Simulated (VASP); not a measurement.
# MoP (P-6m2) in VASP: a series of runs

Runs on MoP. Level: PBE. Tasks: relaxation of shape and atoms at fixed volume.

All numbers are computed with VASP 6.6.1; they aren't measurements. Logs are shortened: lines on timing, memory, paths and dates and some standing lists are left out, and cuts for length are marked.

## (1) The undisturbed crystal

Symmetry: P-6m2, No. 187, hexagonal system. The conventional cell has a = 3.223 Å, b = 3.223 Å, c = 3.191 Å, α = 90.00°, β = 90.00°, γ = 120.00°. Around Mo (site symmetry -6m2) lie 6 P at 2.45 Å. P (site symmetry -6m2) has 6 Mo at 2.45 Å as nearest neighbours.

## (2) Relaxation of shape and atoms at fixed volume, PBE (a relaxed cell with its volume scaled by 1.03)

The input, INCAR:

```
SYSTEM = MoP
PREC     = Accurate       ! precision mode
ENCUT    = 520            ! plane-wave cutoff, eV
EDIFF    = 1E-7           ! SCF threshold, eV
ISMEAR   = 0              ! smearing method
SIGMA    = 0.1            ! smearing width, eV
LREAL    = .False.        ! projectors in reciprocal space
LASPH    = .True.         ! aspherical terms in the spheres
NELM     = 60             ! most SCF steps
ALGO     = Normal         ! electronic algorithm
ISIF     = 4              ! what is computed and relaxed
LWAVE    = .False.        ! write WAVECAR
LCHARG   = .False.        ! write CHGCAR
GGA      = PE             ! functional
IBRION   = 2              ! ionic algorithm
NSW      = 80             ! ionic steps
EDIFFG   = -0.002         ! ionic threshold
```

The input, KPOINTS:

```
Automatic mesh
0
Gamma
  3 3 4
  0 0 0
```

The input, POSCAR:

```
MoP                                     
1.0
    3.2832788140      0.0000000000      0.0000000000
   -1.6416394070      2.8434028644      0.0000000000
    0.0000000000      0.0000000000      3.2617517075
  Mo              P             
     1     1
Direct
     0.0000000000000000    0.0000000000000000    0.0000000000000000
     0.3333333300000021    0.6666666699999979    0.5000000000000000
```

Potentials or basis: VASP PAW PBE potentials, release 64 (Mo_sv, P).

On the command line:

```bash
cat potpaw_PBE.64/Mo_sv/POTCAR potpaw_PBE.64/P/POTCAR > POTCAR
mpirun -np 1 vasp_std > vasp.out
```

OUTCAR:

```text
SYSTEM = MoP
   PREC = Accurate
   ENCUT = 520
   EDIFF = 1E-7
   ISMEAR = 0
   LREAL = .False.
   LASPH = .True.
   NELM = 60
   ISIF = 4
   GGA = PE
   IBRION = 2
   NSW = 80
   EDIFFG = -0.002

 ion  position               nearest neighbor table
   1  0.000  0.000  0.000-   2 2.50   2 2.50   2 2.50   2 2.50   2 2.50   2 2.50
   2  0.333  0.667  0.500-   1 2.50   1 2.50   1 2.50   1 2.50   1 2.50   1 2.50

  LATTYP: Found a hexagonal cell.
 ALAT       =     3.2832788140
 C/A-ratio  =     0.9934434120

  Lattice vectors:

 A1 = (   3.2832788140,   0.0000000000,   0.0000000000)
 A2 = (  -1.6416394070,   2.8434028644,   0.0000000000)
 A3 = (   0.0000000000,   0.0000000000,   3.2617517075)

Analysis of symmetry for initial positions (statically):
=====================================================================
 Subroutine PRICEL returns:
 Original cell was already a primitive cell.

 Routine SETGRP: Setting up the symmetry group for a
 hexagonal supercell.

 Subroutine GETGRP returns: Found 12 space group operations
 (whereof 12 operations were pure point group operations)
 out of a pool of 24 trial point group operations.

The static configuration has the point symmetry D_3h.

Analysis of symmetry for dynamics (positions and initial velocities):
=====================================================================
 Subroutine PRICEL returns:
 Original cell was already a primitive cell.

 Routine SETGRP: Setting up the symmetry group for a
 hexagonal supercell.

 Subroutine GETGRP returns: Found 12 space group operations
 (whereof 12 operations were pure point group operations)
 out of a pool of 24 trial point group operations.

The dynamic configuration has the point symmetry D_3h.

 Subroutine INISYM returns: Found 12 space group operations
 (whereof 12 operations are pure point group operations),
 and found     1 'primitive' translations

----------------------------------------------------------------------------------------

                                     Primitive cell

  volume of cell :      30.4507

  direct lattice vectors                    reciprocal lattice vectors
     3.283278814  0.000000000  0.000000000     0.304573585  0.175845641  0.000000000
    -1.641639407  2.843402864  0.000000000     0.000000000  0.351691282  0.000000000
     0.000000000  0.000000000  3.261751708     0.000000000  0.000000000  0.306583729

  length of vectors
     3.283278814  3.283278817  3.261751708     0.351691283  0.351691282  0.306583729
[... 60 lines left out ...]
   LNONCOLLINEAR =      F non collinear calculations
   LSORBIT =      F    spin-orbit coupling
   LASPH  =      T    aspherical Exc in radial PAW
   ENCUT  =  520.0 eV  38.22 Ry    6.18 a.u.   6.10  6.10  6.06*2*pi/ulx,y,z
   NELM   =     60;   NELMIN=  2; NELMDL= -5     # of ELM steps
   EDIFF  = 0.1E-06   stopping-criterion for ELM
   LREAL  =      F    real-space projection
   EDIFFG = -.2E-02   stopping-criterion for IOM
   NSW    =     80    number of steps for IOM
   IBRION =      2    ionic relax: 0-MD 1-quasi-New 2-CG
   NFREE  =      1    steps in history (QN), initial steepest desc. (CG)
   ISIF   =      4    stress and relaxation
   ISYM   =      2    0-nonsym 1-usesym 2-fastsym
   POTIM  = 0.5000    time-step for ionic-motion
   TEBEG  =    0.0;   TEEND  =   0.0 temperature during run
   PSTRESS=    0.0 pullay stress
   NELECT =      19.0000    total number of electrons
   NUPDOWN=      -1.0000    fix difference up-down
   EMIN   =  10.00;   EMAX   =-10.00  energy-range for DOS
   EFERMI =   0.00;   METHOD = LEGACY
   ISMEAR =     0;   SIGMA  =   0.10  broadening in eV -4-tet -1-fermi 0-gaus
   EFERMI_NEDOS =   21; number of points for ismear=-14 and -15
   IALGO  =     38    algorithm
   IMIX   =      4    mixing-type and parameters
     AMIX     =   0.40;   BMIX     =  1.00
     AMIX_MAG =   1.60;   BMIX_MAG =  1.00
  volume/ion in A,a.u.               =      15.23       102.75
  Fermi-wavevector in a.u.,A,eV,Ry     =   1.398923  2.643580 26.626389  1.956984
  Thomas-Fermi vector in A             =   2.522033
   LORBIT       =      0    0 simple, 1 ext, 2 COOP (PROOUT), +10 PAW based schemes
   GGA     = PE    functional components
   LHFCALC =     F    Hartree Fock is set to
   AEXX    =    0.0000 exact exchange contribution
   IVDW    =     0    specifies the selected vdW correction
   LEPSILON=     F    determine dielectric tensor
   LRPA    =     F    only Hartree local field effects (RPA)
 conjugate gradient relaxation of ions
 non-spin polarized calculation
 Gauss-broadening in eV      SIGMA  =   0.10
  energy-cutoff  :      520.00
  volume of cell :       30.45
 maximum number of plane-waves:       834
   NGX = 13   NGY = 13   NGZ = 13

--------------------------------------- Ionic step        1  -------------------------------------------

 number of electron      19.0000002 magnetization

 Free energy of the ion-electron system (eV)
  ---------------------------------------------------
  ext. energy  EPLUGINS =         0.00000000
  ---------------------------------------------------
  free energy    TOTEN  =       -17.32769665 eV

  energy without entropy =      -17.30829484  energy(sigma->0) =      -17.31799575

------------------------ aborting loop because EDIFF is reached ----------------------------------------

  FORCE on cell =-STRESS in cart. coord.  units (eV):
  Direction    XX          YY          ZZ          XY          YZ          ZX
  --------------------------------------------------------------------------------------
  -------------------------------------------------------------------------------------
  Total       -1.0448387     -1.0448387     -1.3391405      0.0000000      0.0000000      0.0000000
  in kB      -54.9746874    -54.9746876    -70.4595206      0.0000000      0.0000000      0.0000000
  external PRESSURE =     -60.1362985 kB  Pullay stress =       0.0000000 kB
[... 59 lines left out ...]
--------------------------------------- Ionic step        3  -------------------------------------------

 number of electron      19.0000002 magnetization

 Free energy of the ion-electron system (eV)
  ---------------------------------------------------
  ext. energy  EPLUGINS =         0.00000000
  ---------------------------------------------------
  free energy    TOTEN  =       -17.32815420 eV

  energy without entropy =      -17.30866683  energy(sigma->0) =      -17.31841052

 E-fermi :  11.0521     XC(G=0): -12.2896

 val. band max:       10.9425115493   @ k =   0.3333   0.3333   0.0000
 cond. band min:      11.0650663017   @ k =   0.3333   0.0000   0.2500
 fundamental gap:      0.1225547524
 Fermi energy:        11.0520571196

 k-point     1 :       0.0000    0.0000    0.0000
  band No.  band energies     occupation
      1     -50.1907      2.00000
      2     -24.2967      2.00000
      3     -24.1592      2.00000
      4     -24.1592      2.00000
      5      -2.4607      2.00000
      6       7.2210      2.00000
      7       7.9283      2.00000
      8       7.9283      2.00000
      9      10.3150      2.00000
     10      11.3029      0.00039
     11      11.3029      0.00039
     12      14.9158      0.00000
     13      14.9158      0.00000
[... 155 lines left out ...]
  FREE ENERGIE OF THE ION-ELECTRON SYSTEM (eV)
  ---------------------------------------------------
  free  energy   TOTEN  =       -17.3281541966 eV

  energy  without entropy=      -17.3086668337  energy(sigma->0) =      -17.31841052

 reached required accuracy - stopping structural energy minimisation
```

It took 4.4 s on 1 thread of Intel Xeon 6975P-C (Granite Rapids), shared host; peak memory 0.13 GiB.

What came out:

```
Free energy               : -17.3282 eV
Energy gained by relaxing : 0.2 meV/atom
Ionic steps               : 3
Pressure after relaxing   : -5.9 GPa
Band gap on the k mesh    : none (metal or under the smearing width)
```

The path:
```
step  energy change (eV)  largest force (eV/Å)  pressure (GPa)  volume (Å³)
   1              0.0000                0.0000           -6.01        30.45
   2             -0.0003                0.0000           -5.77        30.45
   3             -0.0005                0.0000           -5.85        30.45
```

Final structure:
```cif
data_structure
_symmetry_space_group_name_H-M 'P 1'
_symmetry_Int_Tables_number 1
_cell_length_a 3.2884
_cell_length_b 3.2884
_cell_length_c 3.2516
_cell_angle_alpha 90.000
_cell_angle_beta 90.000
_cell_angle_gamma 120.000
_cell_volume 30.45
loop_
_atom_site_label
_atom_site_type_symbol
_atom_site_fract_x
_atom_site_fract_y
_atom_site_fract_z
_atom_site_occupancy
Mo1 Mo 0.00000 0.00000 0.00000 1
P1 P 0.33333 0.66667 0.50000 1
```

Caveat: the k mesh is coarse (spacing up to 0.74 Å⁻¹), so the values aren't converged.

## (3) Relaxation of shape and atoms at fixed volume, PBE (a relaxed cell with its volume scaled by 0.94)

INCAR is that of step 2.

KPOINTS is that of step 2.

The input, POSCAR:

```
MoP                                     
1.0
    3.1847203815      0.0000000000      0.0000000000
   -1.5923601907      2.7580487579      0.0000000000
    0.0000000000      0.0000000000      3.1638394820
  Mo              P             
     1     1
Direct
     0.0000000000000000    0.0000000000000000    0.0000000000000000
     0.3333333300000021    0.6666666699999979    0.5000000000000000
```

Potentials or basis: VASP PAW PBE potentials, release 64 (Mo_sv, P).

On the command line:

```bash
cat potpaw_PBE.64/Mo_sv/POTCAR potpaw_PBE.64/P/POTCAR > POTCAR
mpirun -np 1 vasp_std > vasp.out
```

It took 4.7 s on 1 thread of Intel Xeon 6975P-C (Granite Rapids), shared host; peak memory 0.14 GiB.

Results (log left out):

```
Free energy               : -17.2652 eV
Energy gained by relaxing : 1.1 meV/atom
Ionic steps               : 3
Pressure after relaxing   : 15.0 GPa
Band gap on the k mesh    : none (metal or under the smearing width)
```

The path:
```csv
step,energy change (eV),largest force (eV/Å),pressure (GPa),volume (Å³)
1,0.0000,0.0000,15.43,27.79
2,-0.0011,0.0000,14.76,27.79
3,-0.0022,0.0000,15.02,27.79
```

Final structure:
```
Mo P
1.0
     3.17452    0.00000    0.00000
    -1.58726    2.74921    0.00000
     0.00000    0.00000    3.18421
Mo P
1 1
Direct
  0.00000 0.00000 0.00000
  0.33333 0.66667 0.50000
```

Levels at points of the mesh, in eV from the Fermi level:
```tsv
k point	band 6	band 7	band 8	band 9	band 10	band 11	band 12	band 13
(0.00, 0.00, 0.00)	-4.44	-3.40	-3.40	-0.86	0.24	0.24	4.26	4.26
(0.00, 0.00, 0.50)	-8.09	-2.75	-2.75	-1.83	-1.83	1.21	3.02	3.02
```

Caveat: the k mesh is coarse (spacing up to 0.76 Å⁻¹), so the values aren't converged.

[end of part 1 of 2]
